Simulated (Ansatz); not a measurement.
# TiAl: the cost of one run

Method: DFT r2SCAN, scalar-relativistic, plane waves, PAW, in Ansatz 0.2.0.

## 1. The starting structure

The structure is tetragonal, space group P4/mmm (No. 123). Conventional cell: a = 2.837 Å, b = 2.837 Å, c = 4.059 Å, α = 90.00°, β = 90.00°, γ = 90.00°. Ti (site symmetry 4/mmm) is surrounded by 4 Ti at 2.84 Å and 8 Al at 2.85 Å. Al (site symmetry 4/mmm) has 4 Al at 2.84 Å and 8 Ti at 2.85 Å in its first shell of neighbours.

Structure file:

```
CELL_PARAMETERS angstrom
2.83730 0.00000 0.00000
0.00000 2.83730 0.00000
0.00000 0.00000 4.05910
ATOMIC_POSITIONS crystal
Ti 0.00000 0.00000 0.00000
Al 0.50000 0.50000 0.50000
```

The cell is taken as given, not relaxed at this level.

## 2. Zero of energy

Reference values: F = -3045.6909 eV; pressure -2.03 GPa; largest force 0.000 eV/Å; gap on the mesh none (metal). It was computed beforehand with the settings of the runs below.

## 3. The scan: a sublattice displacement scan

Every Ti atom is moved by x along the Cartesian unit vector (-1.000, 0.000, 0.000); the cell and all other atoms stay fixed. Forces below are components along that vector, summed over the moved atoms.

## 4. Point x = -0.300 Å

Contents of input.yaml:

```yaml
crystal:
  lattice:
    - [2.8373, 0.0, 0.0]
    - [0.0, 2.8373, 0.0]
    - [0.0, 0.0, 4.0591]
  atoms:
    - { symbol: Ti, position: [0.1057343249, 0.0, 0.0] }
    - { symbol: Al, position: [0.5, 0.5, 0.5] }
basis:
  ecutwfc: 500
kpoints:
  mp_grid: { grid: [16, 16, 12] }
hamiltonian:
  xc: r2scan
scf:
  occupations: { method: gaussian, width: 0.15 }
output:
  forces: true
  stress: true
  eigenvalues: true
```

Run with:

```
ansatz run input.yaml --threads 1 --pin off --max-ram 2560MiB --backend cpu --events-out ev --progress --plain --runs-dir out
```

What time and memory should one allow on 1 thread of Intel Xeon at 2.50GHz (Skylake/Cascade Lake), shared host?

About 92 s, with a peak of 0.72 GiB.
